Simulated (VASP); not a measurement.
# GdN (Fm-3m) in VASP: notebook

The runs below take GdN through single point, with PBE+U.

All numbers are computed with VASP 6.6.1; they aren't measurements. Logs are shortened: lines on timing, memory, paths and dates and some standing lists are left out, and cuts for length are marked.

## 1. Starting point

The structure is cubic, space group Fm-3m (No. 225). The conventional cell has a = 5.010 Å, b = 5.010 Å, c = 5.010 Å, α = 90.00°, β = 90.00°, γ = 90.00°. Gd (site symmetry m-3m) has 6 N at 2.50 Å as nearest neighbours. N (site symmetry m-3m) is surrounded by 6 Gd at 2.50 Å.

The cell comes from a database or a generator and needn't be the stable form of this composition.

## 2. Single point, PBE+U, collinear spin, ferromagnetic start

Contents of INCAR:

```
PREC     = Accurate       # precision mode
ENCUT    = 520            # plane-wave cutoff, eV
EDIFF    = 1E-6           # SCF threshold, eV
ISMEAR   = -1             # smearing method
SIGMA    = 0.05           # smearing width, eV
LREAL    = False          # projectors in reciprocal space
LASPH    = True           # aspherical terms in the spheres
NELM     = 300            # most SCF steps
ALGO     = All            # electronic algorithm
ISIF     = 2              # what is computed and relaxed
LWAVE    = False          # write WAVECAR
LCHARG   = False          # write CHGCAR
ISPIN    = 2              # spin polarisation
MAGMOM   = 7 7 0 0        # initial moments
LORBIT   = 11             # projections on sites
LMAXMIX  = 6              # l up to which the mixer works
LDAU     = True           # DFT+U
LDAUTYPE = 2            
LDAUL    = 3 -1           # shell
LDAUU    = 6 0            # U, eV
LDAUJ    = 0 0          
LDAUPRINT= 1            
GGA      = PE             # functional
NBANDS   = 35             # bands
```

Contents of KPOINTS:

```
regular mesh
0
Gamma
  7 7 7
```

Contents of POSCAR:

```
GdN
1.0
    2.5050000000      2.5050000000      5.0100000000
    5.0100000000      2.5050000000      2.5050000000
    2.5050000000      5.0100000000      2.5050000000
Gd N
2 2
Direct
    0.0000000000      0.0000000000      0.0000000000
    0.5000000000      0.5000000000      0.5000000000
    0.2500000000      0.2500000000      0.2500000000
    0.7500000000      0.7500000000      0.7500000000
```

Potentials or basis: VASP PAW PBE potentials, release 64 (Gd, N).

Started as:

```console
$ cat potpaw_PBE.64/Gd/POTCAR potpaw_PBE.64/N/POTCAR > POTCAR
$ mpirun -np 1 vasp_std > vasp.out
```

OUTCAR:

```text
PREC = Accurate
   ENCUT = 520
   EDIFF = 1E-6
   ISMEAR = -1
   LREAL = False
   LASPH = True
   NELM = 300
   ISIF = 2
   ISPIN = 2
   LORBIT = 11
   GGA = PE

 ion  position               nearest neighbor table
   1  0.000  0.000  0.000-   4 2.50   4 2.50   4 2.50   3 2.50   3 2.50   3 2.50   2 3.54   2 3.54
                             2 3.54   2 3.54   2 3.54   2 3.54
   2  0.500  0.500  0.500-   3 2.50   3 2.50   3 2.50   4 2.50   4 2.50   4 2.50   1 3.54   1 3.54
                             1 3.54   1 3.54   1 3.54   1 3.54
   3  0.250  0.250  0.250-   1 2.50   1 2.50   1 2.50   2 2.50   2 2.50   2 2.50
   4  0.750  0.750  0.750-   2 2.50   2 2.50   2 2.50   1 2.50   1 2.50   1 2.50

  LATTYP: Found a trigonal (rhomboedric) cell.
 ALAT       =     6.1359718057
 COS(alpha) =     0.8333333333

  Lattice vectors:

 A1 = (   2.5050000000,   2.5050000000,   5.0100000000)
 A2 = (   5.0100000000,   2.5050000000,   2.5050000000)
 A3 = (   2.5050000000,   5.0100000000,   2.5050000000)

Analysis of symmetry for initial positions (statically):
=====================================================================
 Subroutine PRICEL returns following result:

  LATTYP: Found a face centered cubic cell.
 ALAT       =     5.0100000000
[... 12 lines left out ...]
 Subroutine GETGRP returns: Found 12 space group operations
 (whereof 12 operations were pure point group operations)
 out of a pool of 12 trial point group operations.

The static configuration has the point symmetry D_3d.

Analysis of symmetry for dynamics (positions and initial velocities):
=====================================================================
 Subroutine PRICEL returns following result:

  LATTYP: Found a face centered cubic cell.
 ALAT       =     5.0100000000
[... 12 lines left out ...]
 Subroutine GETGRP returns: Found 12 space group operations
 (whereof 12 operations were pure point group operations)
 out of a pool of 12 trial point group operations.

The dynamic configuration has the point symmetry D_3d.

Analysis of structural, dynamic, and magnetic symmetry:
=====================================================================
 Subroutine PRICEL returns following result:

  LATTYP: Found a face centered cubic cell.
 ALAT       =     5.0100000000
[... 12 lines left out ...]
 Subroutine GETGRP returns: Found 12 space group operations
 (whereof 12 operations were pure point group operations)
 out of a pool of 12 trial point group operations.

The overall configuration has the point symmetry D_3d.

 Subroutine INISYM returns: Found 12 space group operations
 (whereof 12 operations are pure point group operations),
 and found     2 'primitive' translations

----------------------------------------------------------------------------------------

                                     Primitive cell

  volume of cell :      31.4379

  direct lattice vectors                    reciprocal lattice vectors
[... 168 lines left out ...]
  o =  0.9927  v = -0.4564 -0.0003 -0.3536  0.5774 -0.3536  0.0000  0.4564  0.0000  0.0000  0.0000  0.0000  0.0000  0.0000  0.0000      0.0000  0.0000  0.0000  0.0000  0.0000  0.0000  0.0000  0.0000  0.0000  0.0000  0.0000  0.0000  0.0000  0.0000

atom =   2  type =  1  l = 3

 onsite density matrix

spin component  1

  0.9919  0.0000  0.0011 -0.0000  0.0000  0.0000  0.0000
  0.0000  0.9892  0.0000 -0.0000  0.0000 -0.0000 -0.0000
  0.0011  0.0000  0.9913  0.0000  0.0000  0.0000 -0.0000
 -0.0000 -0.0000  0.0000  0.9927  0.0000  0.0000  0.0000
  0.0000  0.0000  0.0000  0.0000  0.9913 -0.0000 -0.0011
  0.0000 -0.0000  0.0000  0.0000 -0.0000  0.9905  0.0000
  0.0000 -0.0000 -0.0000  0.0000 -0.0011  0.0000  0.9919

spin component  2

  0.0075  0.0000  0.0032  0.0000 -0.0000  0.0000  0.0000
  0.0000  0.0004  0.0000 -0.0000  0.0000  0.0000 -0.0000
  0.0032  0.0000  0.0059  0.0000 -0.0000  0.0000  0.0000
  0.0000 -0.0000  0.0000  0.0101  0.0000 -0.0000 -0.0000
 -0.0000  0.0000 -0.0000  0.0000  0.0059 -0.0000 -0.0032
  0.0000  0.0000  0.0000 -0.0000 -0.0000  0.0033  0.0000
  0.0000 -0.0000  0.0000 -0.0000 -0.0032  0.0000  0.0075

 occupancies and eigenvectors

  o =  0.0004  v =  0.0000  0.0000  0.0000  0.0000  0.0000  0.0000  0.0000  0.0000 -1.0000  0.0000 -0.0000  0.0000  0.0000 -0.0000      0.0000  0.0000  0.0000  0.0000  0.0000  0.0000  0.0000  0.0000  0.0000  0.0000  0.0000  0.0000  0.0000  0.0000
  o =  0.0033  v =  0.0000  0.0000  0.0000  0.0000  0.0000  0.0000  0.0000 -0.0779 -0.0000  0.0986 -0.0008  0.6023  0.6358  0.4660      0.0000  0.0000  0.0000  0.0000  0.0000  0.0000  0.0000  0.0000  0.0000  0.0000  0.0000  0.0000  0.0000  0.0000
  o =  0.0033  v =  0.0000  0.0000  0.0000  0.0000  0.0000  0.0000  0.0000  0.4939  0.0000 -0.6379  0.0010 -0.2321  0.5122 -0.1813      0.0000  0.0000  0.0000  0.0000  0.0000  0.0000  0.0000  0.0000  0.0000  0.0000  0.0000  0.0000  0.0000  0.0000
  o =  0.0034  v =  0.0000  0.0000  0.0000  0.0000  0.0000  0.0000  0.0000  0.3536 -0.0000 -0.4564  0.0000  0.4564 -0.5774  0.3536      0.0000  0.0000  0.0000  0.0000  0.0000  0.0000  0.0000  0.0000  0.0000  0.0000  0.0000  0.0000  0.0000  0.0000
  o =  0.0100  v =  0.0000  0.0000  0.0000  0.0000  0.0000  0.0000  0.0000  0.4564  0.0001  0.3536 -0.5774  0.3536 -0.0000 -0.4564      0.0000  0.0000  0.0000  0.0000  0.0000  0.0000  0.0000  0.0000  0.0000  0.0000  0.0000  0.0000  0.0000  0.0000
  o =  0.0101  v =  0.0000  0.0000  0.0000  0.0000  0.0000  0.0000  0.0000  0.5032  0.0000  0.3888 -0.1257 -0.4660  0.0012  0.6023      0.0000  0.0000  0.0000  0.0000  0.0000  0.0000  0.0000  0.0000  0.0000  0.0000  0.0000  0.0000  0.0000  0.0000
  o =  0.0101  v =  0.0000  0.0000  0.0000  0.0000  0.0000  0.0000  0.0000  0.4043 -0.0000  0.3144  0.8068  0.1813  0.0002 -0.2322      0.0000  0.0000  0.0000  0.0000  0.0000  0.0000  0.0000  0.0000  0.0000  0.0000  0.0000  0.0000  0.0000  0.0000
  o =  0.9892  v =  0.0001 -1.0000  0.0001 -0.0002  0.0001  0.0000 -0.0001  0.0000  0.0000  0.0000  0.0000  0.0000  0.0000  0.0000      0.0000  0.0000  0.0000  0.0000  0.0000  0.0000  0.0000  0.0000  0.0000  0.0000  0.0000  0.0000  0.0000  0.0000
  o =  0.9905  v =  0.3622 -0.0000 -0.4812  0.0037  0.1468  0.7785  0.0984  0.0000  0.0000  0.0000  0.0000  0.0000  0.0000  0.0000      0.0000  0.0000  0.0000  0.0000  0.0000  0.0000  0.0000  0.0000  0.0000  0.0000  0.0000  0.0000  0.0000  0.0000
  o =  0.9905  v = -0.3448 -0.0000  0.4302 -0.0118  0.6286  0.2459  0.4903  0.0000  0.0000  0.0000  0.0000  0.0000  0.0000  0.0000      0.0000  0.0000  0.0000  0.0000  0.0000  0.0000  0.0000  0.0000  0.0000  0.0000  0.0000  0.0000  0.0000  0.0000
  o =  0.9905  v = -0.3536  0.0000  0.4564  0.0000 -0.4564  0.5774 -0.3536  0.0000  0.0000  0.0000  0.0000  0.0000  0.0000  0.0000      0.0000  0.0000  0.0000  0.0000  0.0000  0.0000  0.0000  0.0000  0.0000  0.0000  0.0000  0.0000  0.0000  0.0000
  o =  0.9927  v =  0.5751  0.0000  0.4382  0.0332 -0.4172  0.0123  0.5494  0.0000  0.0000  0.0000  0.0000  0.0000  0.0000  0.0000      0.0000  0.0000  0.0000  0.0000  0.0000  0.0000  0.0000  0.0000  0.0000  0.0000  0.0000  0.0000  0.0000  0.0000
  o =  0.9927  v =  0.2930  0.0000  0.2408  0.8157  0.2756 -0.0005 -0.3388  0.0000  0.0000  0.0000  0.0000  0.0000  0.0000  0.0000      0.0000  0.0000  0.0000  0.0000  0.0000  0.0000  0.0000  0.0000  0.0000  0.0000  0.0000  0.0000  0.0000  0.0000
  o =  0.9927  v =  0.4564  0.0003  0.3536 -0.5774  0.3536 -0.0000 -0.4564  0.0000  0.0000  0.0000  0.0000  0.0000  0.0000  0.0000      0.0000  0.0000  0.0000  0.0000  0.0000  0.0000  0.0000  0.0000  0.0000  0.0000  0.0000  0.0000  0.0000  0.0000

 number of electron      46.0000003 magnetization      14.0000258

 Free energy of the ion-electron system (eV)
  ---------------------------------------------------
  ext. energy  EPLUGINS =         0.00000000
  ---------------------------------------------------
  free energy    TOTEN  =       -45.62334402 eV

  energy without entropy =      -45.62217295  energy(sigma->0) =      -45.62275849

 E-fermi :   3.6866     XC(G=0): -11.5029

 val. band max:        3.5277037146   @ k =   0.2857   0.1429   0.1429
 cond. band min:       3.6866929589   @ k =   0.1429   0.1429   0.1429
 fundamental gap:      0.1589892443
 Fermi energy:         3.6866477004

 spin component 1

 k-point     1 :       0.0000    0.0000    0.0000
  band No.  band energies     occupation
      1     -40.0370      1.00000
      2     -39.9516      1.00000
      3     -18.1175      1.00000
      4     -17.1234      1.00000
      5     -17.1234      1.00000
      6     -17.0351      1.00000
[... 1817 lines left out ...]
     34       9.8927      0.00000
     35       9.9956      0.00000

 [... further k-points ...]
[... 5 lines left out ...]
  --------------------------------------------------------------------------------------
  -------------------------------------------------------------------------------------
  Total       -0.1592551     -0.1592551     -0.1592551     -0.0076733     -0.0076733     -0.0076733
  in kB       -4.0580805     -4.0580805     -4.0580805     -0.1955274     -0.1955274     -0.1955274
  external PRESSURE =      -4.0580805 kB  Pullay stress =       0.0000000 kB

 VOLUME and BASIS-vectors are now :
 -----------------------------------------------------------------------------
  energy-cutoff  :      520.00
  volume of cell :       62.88
      direct lattice vectors                 reciprocal lattice vectors
     2.505000000  2.505000000  5.010000000    -0.099800399 -0.099800399  0.299401198
     5.010000000  2.505000000  2.505000000     0.299401198 -0.099800399 -0.099800399
     2.505000000  5.010000000  2.505000000    -0.099800399  0.299401198 -0.099800399

 POSITION                                       TOTAL-FORCE (eV/Angst)
 -----------------------------------------------------------------------------------
      0.00000      0.00000      0.00000        -0.000000      0.000000      0.000000
      5.01000      5.01000      5.01000         0.000000     -0.000000     -0.000000
      2.50500      2.50500      2.50500         0.000000     -0.000000      0.000000
      7.51500      7.51500      7.51500         0.000000     -0.000000     -0.000000
 -----------------------------------------------------------------------------------
    total drift:                               -0.000000     -0.000000      0.000000

  FREE ENERGIE OF THE ION-ELECTRON SYSTEM (eV)
  ---------------------------------------------------
  free  energy   TOTEN  =       -45.6233440245 eV

  energy  without entropy=      -45.6221731628  energy(sigma->0) =      -45.62275859

 total charge

# of ion       s       p       d       f       tot
--------------------------------------------------
    1        2.034   5.666   0.534   6.972  15.207
    2        2.034   5.666   0.534   6.972  15.207
    3        1.248   2.383   0.000   0.000   3.631
    4        1.248   2.383   0.000   0.000   3.631
--------------------------------------------------
tot          6.565  16.097   1.068  13.944  37.674

 magnetization (x)

# of ion       s       p       d       f       tot
--------------------------------------------------
    1       -0.006  -0.086   0.071   6.893   6.872
    2       -0.006  -0.086   0.071   6.893   6.872
    3       -0.009  -0.105   0.000   0.000  -0.114
    4       -0.009  -0.105   0.000   0.000  -0.114
--------------------------------------------------
tot         -0.030  -0.382   0.141  13.787  13.516
```

Wall time 29 min (1 thread of Intel Xeon Platinum 8259CL at 2.50GHz (Skylake/Cascade Lake), shared host); peak memory 0.67 GiB.

What came out:

```yaml
Free_energy: -45.6233 eV
Pressure: -0.4 GPa
Band_gap_on_the_k_mesh: none (metal or under the smearing width)
Net_moment: 14.00 μB per cell
Site_moments: Gd +6.87; N -0.11 μB
Valence_electrons_inside_the_program's_atomic_spheres: Gd 15.21; N 3.63
```

Eigenvalues of the final occupation matrices:
```
    site  spin  trace                         eigenvalues
site 1 f     1   6.94  0.99 0.99 0.99 0.99 0.99 0.99 0.99
site 1 f     2   0.04  0.00 0.00 0.00 0.00 0.01 0.01 0.01
site 2 f     1   6.94  0.99 0.99 0.99 0.99 0.99 0.99 0.99
site 2 f     2   0.04  0.00 0.00 0.00 0.00 0.01 0.01 0.01
```

Caveat: spin-orbit coupling is left out, which moves the levels of the heavy elements. The state reached can hang on the start; a lower one may exist.

(Part 1 of 2 ends here.)
